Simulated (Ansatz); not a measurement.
## Band table of Si (hcp type)

```yaml
crystal:
  lattice:
    - [2.71396, 0.00000, 0.00000]
    - [-1.35698, 2.35036, 0.00000]
    - [0.00000, 0.00000, 4.49908]
  atoms:
    - { symbol: Si, position: [0.33333, 0.66667, 0.25000] }
    - { symbol: Si, position: [0.66667, 0.33333, 0.75000] }
```

The cell comes from a relaxation on PAW files under the same functional, begun from a prototype that needn't be the stable phase.

All numbers are PBE results (scalar-relativistic) from Ansatz 0.2.0, with a Γ-centred 17×17×9 k mesh, Fermi–Dirac smearing of 0.08 eV, no spin polarisation. Methods: LAPW: all electrons, basis error target 1 meV/atom.

Path points, in fractions of the reciprocal vectors: Γ (0.000, 0.000, 0.000), M (0.500, 0.000, 0.000), K (0.333, 0.333, 0.000), A (0.000, 0.000, 0.500), L (0.500, 0.000, 0.500), H (0.333, 0.333, 0.500). Levels in eV from the Fermi level; bands 9 to 14, counted from the lowest band of the run. The gap is zero, the pressure 0.04 GPa.

```
# k(1/Å) point b9 b10 b11 b12 b13 b14
0.000 Γ -14.54 -7.86 -7.08 8.42 8.42 9.83
0.191 - -14.41 -7.73 -6.95 6.61 7.49 9.39
0.382 - -14.01 -7.33 -6.57 3.85 6.28 8.39
0.573 - -13.34 -6.67 -5.94 1.09 5.25 6.98
0.764 - -12.41 -5.76 -5.06 -1.51 4.44 4.65
0.955 - -11.22 -4.61 -3.95 -3.89 2.41 3.27
1.146 - -9.78 -6.08 -3.18 -2.63 0.34 1.25
1.337 M -8.39 -7.72 -1.69 -1.62 -1.37 0.00
1.447 - -8.34 -7.68 -1.65 -1.58 -1.32 0.03
1.557 - -8.21 -7.55 -1.53 -1.46 -1.20 0.14
1.667 - -7.99 -7.34 -1.32 -1.25 -1.03 -0.43
1.778 - -7.68 -7.05 -1.95 -1.04 -0.96 -0.66
1.888 - -7.29 -6.69 -3.31 -0.67 -0.58 -0.30
1.998 - -6.81 -6.28 -4.55 -0.23 -0.13 0.15
2.108 K -6.25 -6.25 -5.27 0.16 0.41 0.41
2.329 - -8.23 -4.88 -4.18 -1.66 -1.20 1.66
2.549 - -10.12 -3.60 -3.08 -2.92 -2.52 3.26
2.770 - -11.70 -5.07 -4.40 -1.13 -0.52 5.15
2.990 - -12.94 -6.28 -5.56 1.18 1.77 7.29
3.211 - -13.83 -7.15 -6.40 3.74 4.28 9.33
3.431 - -14.36 -7.68 -6.91 6.45 6.85 9.84
3.652 Γ -14.54 -7.86 -7.08 8.42 8.42 9.83
3.752 - -14.51 -8.50 -6.37 8.45 8.45 9.82
3.851 - -14.40 -9.36 -5.32 8.39 8.54 8.54
3.951 - -14.21 -10.17 -4.18 6.90 8.69 8.69
4.051 - -13.96 -10.92 -2.97 5.39 8.89 8.89
4.151 - -13.63 -11.60 -1.70 3.90 9.15 9.15
4.250 - -13.23 -12.21 -0.38 2.43 9.45 9.45
4.350 A -12.76 -12.76 1.00 1.00 9.78 9.78
4.541 - -12.62 -12.62 1.12 1.12 8.16 8.16
4.732 - -12.23 -12.23 1.46 1.46 5.51 5.51
4.923 - -11.56 -11.56 1.87 1.87 3.00 3.00
5.114 - -10.64 -10.64 0.10 0.10 3.02 3.02
5.305 - -9.46 -9.46 -2.23 -2.23 3.99 3.99
5.496 - -8.03 -8.03 -4.37 -4.37 5.06 5.06
5.687 L -6.64 -6.64 -6.00 -6.00 4.94 4.94
5.797 - -6.60 -6.60 -5.96 -5.96 4.01 4.01
5.907 - -6.47 -6.47 -5.83 -5.83 2.59 2.59
6.017 - -6.25 -6.25 -5.62 -5.62 1.14 1.14
6.128 - -5.95 -5.95 -5.33 -5.33 -0.28 -0.28
6.238 - -5.57 -5.57 -4.97 -4.97 -1.63 -1.63
6.348 - -5.10 -5.10 -4.55 -4.55 -2.87 -2.87
6.458 H -4.66 -4.66 -4.37 -4.37 -3.61 -3.61
6.679 - -6.49 -6.49 -3.16 -3.16 -2.51 -2.51
6.899 - -8.37 -8.37 -1.47 -1.47 -0.88 -0.88
7.120 - -9.94 -9.94 0.52 0.52 1.00 1.00
7.340 - -11.17 -11.17 2.15 2.15 2.81 2.81
7.561 - -12.05 -12.05 1.61 1.61 5.33 5.33
7.781 - -12.58 -12.58 1.16 1.16 7.96 7.96
8.002 A -12.76 -12.76 1.00 1.00 9.78 9.78
```
